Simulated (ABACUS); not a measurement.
# Ta (Im-3m) in ABACUS: further runs, part 3 of 3

ABACUS 3.10.1. Earlier steps stand in the parts before.

## Step 4: Relaxation of cell and atoms, PBEsol

Contents of run_abacus.py:

```python
"""Relaxation by an ASE optimiser with ABACUS as a small file-based calculator."""
import re
import subprocess
import spglib
from ase import Atoms
import numpy as np
from ase.calculators.calculator import Calculator, all_changes
from ase.filters import FrechetCellFilter
from ase.io import read
from ase.optimize import BFGS
from ase.stress import full_3x3_to_voigt_6_stress
from ase.units import Bohr, GPa

atoms = read("Ta.cif")
cell, frac, numbers = spglib.standardize_cell((atoms.cell[:], atoms.get_scaled_positions(), atoms.numbers), to_primitive=True, symprec=1e-4)
atoms = Atoms(numbers=numbers, cell=cell, scaled_positions=frac, pbc=True)  # the primitive cell
atoms = atoms[(-atoms.numbers).argsort(kind="stable")]  # ABACUS lists atoms element by element
pseudo = {'Ta': 'Ta.upf'}
orbital = {'Ta': 'Ta_confined-atom_7au_3s2p2d2f.orb'}
magmoms = None
kmesh = [10, 10, 10]
params = {
    'suffix': 'Ta',
    'calculation': 'scf',
    'basis_type': 'lcao',
    'pseudo_dir': './',
    'orbital_dir': './',
    'symmetry': 1,
    'dft_functional': 'pbesol',
    'ecutwfc': 132,
    'pseudo_rcut': 10,
    'nspin': 1,
    'nbands': 18,
    'ks_solver': 'genelpa',
    'smearing_method': 'fd',
    'smearing_sigma': 0.00367493,
    'scf_thr': 1e-07,
    'scf_nmax': 100,
    'mixing_type': 'broyden',
    'mixing_beta': 0.7,
    'cal_force': 1,
    'cal_stress': 1,
    'out_mul': 1,
}

def write_input(atoms):
    symbols = atoms.get_chemical_symbols()
    elements = list(dict.fromkeys(symbols))
    lines = ["ATOMIC_SPECIES"] + [f"{e} {atoms.get_masses()[symbols.index(e)]:.4f} {pseudo[e]}" for e in elements]
    if orbital:
        lines += ["", "NUMERICAL_ORBITAL"] + [orbital[e] for e in elements]
    lines += ["", "LATTICE_CONSTANT", f"{1 / Bohr:.10f}", "", "LATTICE_VECTORS"]
    lines += [" ".join(f"{x:.10f}" for x in v) for v in atoms.cell]
    lines += ["", "ATOMIC_POSITIONS", "Direct"]
    for e in elements:
        lines += ["", e, "0.0", str(symbols.count(e))]
        for i, p in enumerate(atoms.get_scaled_positions(wrap=False)):
            if symbols[i] == e:
                mag = "" if magmoms is None else " mag " + " ".join(str(x) for x in (magmoms[i] if isinstance(magmoms[i], list) else [magmoms[i]]))
                lines.append(" ".join(f"{x:.10f}" for x in p) + " 1 1 1" + mag)
    open("STRU", "w").write("\n".join(lines) + "\n")
    open("KPT", "w").write("K_POINTS\n0\nGamma\n%d %d %d 0 0 0\n" % tuple(kmesh))
    open("INPUT", "w").write("INPUT_PARAMETERS\n" + "".join(f"{k:<20s}{v}\n" for k, v in params.items()))

class Abacus(Calculator):
    implemented_properties = ["energy", "free_energy", "forces", "stress"]

    def calculate(self, atoms=None, properties=("energy",), system_changes=all_changes):
        super().calculate(atoms, properties, system_changes)
        write_input(self.atoms)
        subprocess.run(['mpirun', '-np', '4', 'abacus'], check=True)
        log = open("OUT.Ta/running_scf.log").read()
        if "charge density convergence is achieved" not in log:
            raise RuntimeError("SCF not converged")
        rows = lambda title, n: np.array([l.split()[-3:] for l in log.split(title)[-1].split("\n")[2:2 + n]], float)
        energy = float(re.findall(r"FINAL_ETOT_IS (\S+)", log)[-1])
        stress = -rows("TOTAL-STRESS", 3) / 10 * GPa  # ABACUS prints kbar, compression positive
        self.results = dict(energy=energy, free_energy=energy, forces=rows("TOTAL-FORCE", len(self.atoms)), stress=full_3x3_to_voigt_6_stress(stress))

atoms.calc = Abacus()
opt = BFGS(FrechetCellFilter(atoms), logfile="opt.log", trajectory="relax.traj")
print("optimiser converged:", opt.run(fmax=0.01, steps=60))
```

Contents of Ta.cif:

```cif
data_Ta
_cell_length_a 3.30256000
_cell_length_b 3.30256000
_cell_length_c 3.30256000
_cell_angle_alpha 90.00000000
_cell_angle_beta 90.00000000
_cell_angle_gamma 90.00000000
_space_group_name_H-M_alt 'Im-3m'
_space_group_name_Hall '-I 4 2 3'
_space_group_IT_number 229
loop_
_space_group_symop_operation_xyz
'x,y,z'
'-x,-y,-z'
'-y,x,z'
'y,-x,-z'
'-x,-y,z'
'x,y,-z'
'y,-x,z'
'-y,x,-z'
'x,-y,-z'
'-x,y,z'
'-y,-x,-z'
'y,x,z'
'-x,y,-z'
'x,-y,z'
'y,x,-z'
'-y,-x,z'
'z,x,y'
'-z,-x,-y'
'z,-y,x'
'-z,y,-x'
'z,-x,-y'
'-z,x,y'
'z,y,-x'
'-z,-y,x'
'-z,x,-y'
'z,-x,y'
'-z,-y,-x'
'z,y,x'
'-z,-x,y'
'z,x,-y'
'-z,y,x'
'z,-y,-x'
'y,z,x'
'-y,-z,-x'
'x,z,-y'
'-x,-z,y'
'-y,z,-x'
'y,-z,x'
'-x,z,y'
'x,-z,-y'
'-y,-z,x'
'y,z,-x'
'-x,-z,-y'
'x,z,y'
'y,-z,-x'
'-y,z,x'
'x,-z,y'
'-x,z,-y'
'x+1/2,y+1/2,z+1/2'
'-x+1/2,-y+1/2,-z+1/2'
'-y+1/2,x+1/2,z+1/2'
'y+1/2,-x+1/2,-z+1/2'
'-x+1/2,-y+1/2,z+1/2'
'x+1/2,y+1/2,-z+1/2'
'y+1/2,-x+1/2,z+1/2'
'-y+1/2,x+1/2,-z+1/2'
'x+1/2,-y+1/2,-z+1/2'
'-x+1/2,y+1/2,z+1/2'
'-y+1/2,-x+1/2,-z+1/2'
'y+1/2,x+1/2,z+1/2'
'-x+1/2,y+1/2,-z+1/2'
'x+1/2,-y+1/2,z+1/2'
'y+1/2,x+1/2,-z+1/2'
'-y+1/2,-x+1/2,z+1/2'
'z+1/2,x+1/2,y+1/2'
'-z+1/2,-x+1/2,-y+1/2'
'z+1/2,-y+1/2,x+1/2'
'-z+1/2,y+1/2,-x+1/2'
'z+1/2,-x+1/2,-y+1/2'
'-z+1/2,x+1/2,y+1/2'
'z+1/2,y+1/2,-x+1/2'
'-z+1/2,-y+1/2,x+1/2'
'-z+1/2,x+1/2,-y+1/2'
'z+1/2,-x+1/2,y+1/2'
'-z+1/2,-y+1/2,-x+1/2'
'z+1/2,y+1/2,x+1/2'
'-z+1/2,-x+1/2,y+1/2'
'z+1/2,x+1/2,-y+1/2'
'-z+1/2,y+1/2,x+1/2'
'z+1/2,-y+1/2,-x+1/2'
'y+1/2,z+1/2,x+1/2'
'-y+1/2,-z+1/2,-x+1/2'
'x+1/2,z+1/2,-y+1/2'
'-x+1/2,-z+1/2,y+1/2'
'-y+1/2,z+1/2,-x+1/2'
'y+1/2,-z+1/2,x+1/2'
'-x+1/2,z+1/2,y+1/2'
'x+1/2,-z+1/2,-y+1/2'
'-y+1/2,-z+1/2,x+1/2'
'y+1/2,z+1/2,-x+1/2'
'-x+1/2,-z+1/2,-y+1/2'
'x+1/2,z+1/2,y+1/2'
'y+1/2,-z+1/2,-x+1/2'
'-y+1/2,z+1/2,x+1/2'
'x+1/2,-z+1/2,y+1/2'
'-x+1/2,z+1/2,-y+1/2'
loop_
_atom_site_label
_atom_site_type_symbol
_atom_site_symmetry_multiplicity
_atom_site_Wyckoff_symbol
_atom_site_fract_x
_atom_site_fract_y
_atom_site_fract_z
_atom_site_occupancy
Ta1 Ta 2 a 0.0000000000 0.0000000000 0.0000000000 1
```

The run is started by

```
OMP_NUM_THREADS=1 python run_abacus.py > log
```

Run time: 10 s. Hardware: 4 MPI ranks of Intel Xeon Platinum 8488C (Sapphire Rapids), shared host; peak memory 0.44 GiB.

The run converged. Its results:

```
Free energy                            : -8810.2560 eV
Relaxed volume                         : 17.68 Å³/atom
Relaxed cell                           : a = 2.842 Å, b = 2.842 Å, c = 2.842 Å, α = 109.47°, β = 109.47°, γ = 109.47°
Space group after relaxing (to 0.05 Å) : Im-3m (No. 229)
Energy gained by relaxing              : 4.4 meV/atom
Ionic steps                            : 2
Pressure after relaxing                : 0.0 GPa
Band gap on the k mesh                 : none (metal or under the smearing width)
```

Step by step:
```
step  energy change (eV)  largest force (eV/Å)  pressure (GPa)  volume (Å³)
   1              0.0000                0.0000           -3.88        18.01
   2             -0.0044                0.0000            0.05        17.68
```

Final structure:
```
Ta
1.0
    -1.64101    1.64101    1.64101
     1.64101   -1.64101    1.64101
     1.64101    1.64101   -1.64101
Ta
1
Direct
  0.00000 0.00000 0.00000
```

Levels at points of the mesh, in eV from the Fermi level:
| k point | band 9 | band 10 | band 11 | band 12 | band 13 | band 14 | band 15 | band 16 | band 17 | band 18 |
| --- | --- | --- | --- | --- | --- | --- | --- | --- | --- | --- |
| (0.00, 0.00, 0.00) | -18.76 | -18.76 | -18.75 | -8.01 | 0.69 | 0.69 | 0.69 | 4.03 | 4.03 | 14.79 |
| (0.50, 0.50, 0.00) | -18.75 | -18.74 | -18.73 | -4.49 | -1.63 | 1.68 | 3.91 | 4.98 | 7.90 | 11.87 |
| (0.50, 0.50, 0.50) | -18.71 | -18.71 | -18.71 | -3.93 | -3.93 | 6.91 | 6.91 | 6.91 | 8.79 | 8.79 |

Caveat: the atomic orbitals were generated for these runs and aren't a published set; the potentials were made for another functional, which shifts forces and pressure; the basis of atomic orbitals isn't converged, which shifts pressures, moduli and gaps.

## Step 5: Single point, M06-L

Contents of INPUT:

```
INPUT_PARAMETERS
suffix              Ta
calculation         scf
basis_type          pw
pseudo_dir          ./
symmetry            1
dft_functional      MGGA_X_M06_L+MGGA_C_M06_L
ecutwfc             69
pseudo_rcut         10
nspin               1
nbands              24
ks_solver           dav
smearing_method     fd
smearing_sigma      0.00367493
scf_thr             1e-08
scf_nmax            100
mixing_type         broyden
mixing_beta         0.7
cal_force           1
cal_stress          1
mixing_tau          1
out_chg             1
kpar                4
```

Contents of STRU:

```
ATOMIC_SPECIES
Ta 180.9479 Ta_ONCV_PBE-1.2.upf

LATTICE_CONSTANT
1.8897261246

LATTICE_VECTORS
-1.6512800000 1.6512800000 1.6512800000
1.6512800000 -1.6512800000 1.6512800000
1.6512800000 1.6512800000 -1.6512800000

ATOMIC_POSITIONS
Direct

Ta
0.0
1
0.0000000000 0.0000000000 0.0000000000 1 1 1
```

Contents of KPT:

```
K_POINTS
0
Gamma
7 7 7 0 0 0
```

Potentials or basis: SG15 ONCV 1.2 PBE, plane waves.

The run is started by

```
OMP_NUM_THREADS=1 mpirun -np 4 abacus > log
```

Wall time 8.6 s (4 MPI ranks of Intel Xeon 6975P-C (Granite Rapids), shared host); peak memory 0.28 GiB.

It converged, with:

* Free energy: -6744.0088 eV
* Pressure: -11.1 GPa
* Band gap on the k mesh: none (metal or under the smearing width)

Levels at points of the mesh, in eV from the Fermi level:
```
           k point  band 10  band 11  band 12  band 13  band 14  band 15  band 16  band 17
(0.00, 0.00, 0.00)   -18.02   -18.02    -7.39     0.82     0.82     0.82     3.98     3.98
```

Caveat: the k mesh is coarse (spacing up to 0.38 Å⁻¹), so the values aren't converged; the potentials were made for another functional, which shifts forces and pressure.

## Step 6: Overview

| task | level | potentials or basis | cell | k mesh | cutoff (eV) | SCF threshold on the density | eigensolver | orbital files | optimiser | force threshold | mesh quality | gap on the mesh (eV) | pressure (GPa) |
| --- | --- | --- | --- | --- | --- | --- | --- | --- | --- | --- | --- | --- | --- |
| single point | BLYP | PseudoDojo NC SR 0.5 PBE standard, plane waves | as given | 9 × 9 × 9 | 789 | 1e-08 | dav | - | - | - | not flagged | none | 8.2 |
| single point | PBEsol | PseudoDojo NC SR 0.5 PBE stringent, DZP LCAO (the cutoffs set its grid) | as given | 10 × 10 × 10 | 1796 | 1e-07 | genelpa | Ta Ta_confined-atom_7au_3s2p2d2f.orb | - | - | not flagged | none | -3.9 |
| relaxation of cell and atoms | PBEsol | PseudoDojo NC SR 0.5 PBE stringent, DZP LCAO (the cutoffs set its grid) | relaxed | 10 × 10 × 10 | 1796 | 1e-07 | genelpa | Ta Ta_confined-atom_7au_3s2p2d2f.orb | ASE BFGS | 0.01 eV/Å | not flagged | none | 0.0 |
| single point | M06-L | SG15 ONCV 1.2 PBE, plane waves | as given | 7 × 7 × 7 | 939 | 1e-08 | dav | - | - | - | coarse | none | -11.1 |

Alike in all rows: no spin polarisation; smearing fermi-dirac 0.05 eV.

Caveats: some runs use coarse meshes; the potentials were made for another functional, which shifts forces and pressure; the atomic orbitals were generated for these runs and aren't a published set (some runs); the basis of atomic orbitals isn't converged, which shifts pressures, moduli and gaps (some runs).

Absolute energies hang on the potentials; compare differences alone.
